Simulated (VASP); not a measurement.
InAs in VASP 6.6.1, single-point calculation

INCAR

```
IBRION = -1
LCHARG = .FALSE.
GGA = PE
LASPH = .TRUE.
NELM = 65
LWAVE = .FALSE.
PREC = Accurate
NSW = 0
LREAL = .FALSE.
SIGMA = 0.5
ISIF = 2
ISMEAR = -5
NBANDS = 16
EDIFF = 1E-7
ENCUT = 520
```

KPOINTS

```
KPOINTS created by Atomic Simulation Environment
0
Gamma
8 8 8
0 0 0
```

POSCAR

```
In As
 1.0000000000000000
     0.0000000000000000    3.1767740920000000    2.9167708661999998
     3.1767740920000000    0.0000000000000000    2.9167708661999998
     3.1767740920000000    3.1767740920000000    0.0000000000000000
 In  As
   1   1
Cartesian
  0.0000000000000000  0.0000000000000000  0.0000000000000000
  1.5883870460000000  1.5883870460000000  1.4583854330999999
```

The recommended PBE PAW datasets give the neutral cell 18 valence electrons.

Command

```
mpirun -np 1 vasp_std
```

OSZICAR

```
N       E                     dE             d eps       ncg     rms          rms(c)
DAV:   1     0.112743470421E+03    0.11274E+03   -0.83183E+03  1888   0.119E+03
DAV:   2     0.135981964838E+00   -0.11261E+03   -0.10838E+03  2016   0.293E+02
DAV:   3    -0.774207374606E+01   -0.78781E+01   -0.78352E+01  2448   0.762E+01
DAV:   4    -0.793993196015E+01   -0.19786E+00   -0.19781E+00  2264   0.133E+01
DAV:   5    -0.794918144126E+01   -0.92495E-02   -0.92493E-02  2872   0.255E+00    0.407E+00
DAV:   6    -0.770805886274E+01    0.24112E+00   -0.37476E-01  2968   0.962E+00    0.225E+00
DAV:   7    -0.768789077354E+01    0.20168E-01   -0.10476E-01  2560   0.267E+00    0.701E-01
DAV:   8    -0.768909911549E+01   -0.12083E-02   -0.11866E-02  2368   0.121E+00    0.158E-01
DAV:   9    -0.768971509589E+01   -0.61598E-03   -0.97572E-04  2488   0.286E-01    0.973E-02
DAV:  10    -0.768985147852E+01   -0.13638E-03   -0.15727E-04  2464   0.157E-01    0.541E-02
DAV:  11    -0.768989791167E+01   -0.46433E-04   -0.11170E-04  2312   0.102E-01    0.367E-02
DAV:  12    -0.768989878813E+01   -0.87645E-06   -0.58445E-06  2144   0.228E-02    0.907E-03
DAV:  13    -0.768989920542E+01   -0.41729E-06   -0.16361E-06  2416   0.764E-03    0.322E-03
DAV:  14    -0.768989930540E+01   -0.99978E-07   -0.10297E-07  2208   0.265E-03
   1 F= -.76898993E+01 E0= -.76898993E+01  d E =0.000000E+00
```

From OUTCAR

```
k-points           NKPTS =     59   k-points in BZ     NKDIM =     59   number of bands    NBANDS=     16

   NELECT =      18.0000    total number of electrons

   dimension x,y,z NGX =    32 NGY =   32 NGZ =   36
   dimension x,y,z NGXF=    64 NGYF=   64 NGZF=   72

  energy-cutoff  :      520.00
  volume of cell :       58.87
      direct lattice vectors                 reciprocal lattice vectors
     0.000000000  3.176774092  2.916770866    -0.157392369  0.157392369  0.171422447
     3.176774092  0.000000000  2.916770866     0.157392369 -0.157392369  0.171422447
     3.176774092  3.176774092  0.000000000     0.157392369  0.157392369 -0.171422447

 k-points in reciprocal lattice and weights: KPOINTS created by Atomic Simulation Env
   0.00000000  0.00000000  0.00000000       0.002
   0.12500000 -0.00000000  0.00000000       0.016
   0.25000000 -0.00000000  0.00000000       0.016
   0.37500000  0.00000000  0.00000000       0.016
   0.50000000 -0.00000000  0.00000000       0.008
   0.12500000  0.12500000  0.00000000       0.004
   0.25000000  0.12500000  0.00000000       0.016
   0.37500000  0.12500000  0.00000000       0.016
   ...

 E-fermi :   3.9099

 k-point     1 :       0.0000    0.0000    0.0000
  band No.  band energies     occupation
      1     -10.3954      2.00000
      2     -10.3954      2.00000
      3     -10.3681      2.00000
      4     -10.2974      2.00000
      5     -10.2792      2.00000
      6      -7.5635      2.00000
      7       3.3425      2.00000
      8       3.7758      2.00000
      9       3.7758      2.00000
     10       4.1168      0.00000
     11       7.6916      0.00000
     12       7.8655      0.00000
     13       7.8655      0.00000
     14      11.1867      0.00000
     15      12.7479      0.00000
     16      13.7265      0.00000

 k-point     2 :       0.1250   -0.0000    0.0000
  band No.  band energies     occupation
      1     -10.4050      2.00000
      2     -10.3906      2.00000
      3     -10.3691      2.00000
      4     -10.2978      2.00000
      5     -10.2784      2.00000
      6      -7.4205      2.00000
      7       1.9425      2.00000
      8       3.5815      2.00000
      9       3.8522      2.00000
     10       4.8014      0.00000
     11       7.7173      0.00000
     12       8.0932      0.00000
     13       8.1862      0.00000
     14      11.9427      0.00000
     15      12.1668      0.00000
     16      12.7997      0.00000

 k-point     3 :       0.2500   -0.0000    0.0000
  band No.  band energies     occupation
      1     -10.4357      2.00000
      2     -10.3804      2.00000
      3     -10.3631      2.00000
      4     -10.2980      2.00000
      5     -10.2751      2.00000
      6      -7.0300      2.00000
      7       0.3005      2.00000
      8       3.1924      2.00000
      9       3.5651      2.00000
     10       4.9571      0.00000
     11       8.3174      0.00000
     12       8.3739      0.00000
     13       9.0744      0.00000
     14      11.9171      0.00000
     15      12.2336      0.00000
     16      12.9213      0.00000

 ...

  Total       -0.2161579     -0.2161579      0.6564210      0.0000000     -0.0000000      0.0000000
  in kB       -5.8827008     -5.8827008     17.8643840      0.0000000     -0.0000000      0.0000000
  external PRESSURE =       2.0329942 kB  Pullay stress =       0.0000000 kB

 POSITION                                       TOTAL-FORCE (eV/Angst)
 -----------------------------------------------------------------------------------
      0.00000      0.00000      0.00000        -0.000000     -0.000000     -0.000000
      1.58839      1.58839      1.45839         0.000000      0.000000      0.000000
 -----------------------------------------------------------------------------------
    total drift:                               -0.000002     -0.000002      0.000003

  FREE ENERGIE OF THE ION-ELECTRON SYSTEM (eV)
  ---------------------------------------------------
  free  energy   TOTEN  =        -7.6898993054 eV

  energy  without entropy=       -7.6898993054  energy(sigma->0) =       -7.68989931
```

It converged. Results: gap between bands v and c on the k mesh 0.26 eV; least direct gap on the k mesh 0.34 eV; pressure 0.2 GPa. Band v is the last that the valence electrons fill when counted band by band, and c is the next.

For comparison, a separate PBE run of the intended cell, on usual settings and not on those above, gives a gap of 0.26 eV on its mesh and a pressure of 0.2 GPa.

The run above took about 59 s on one core of a shared host (Intel Xeon Platinum 8488C) and held 0.22 GiB at most.
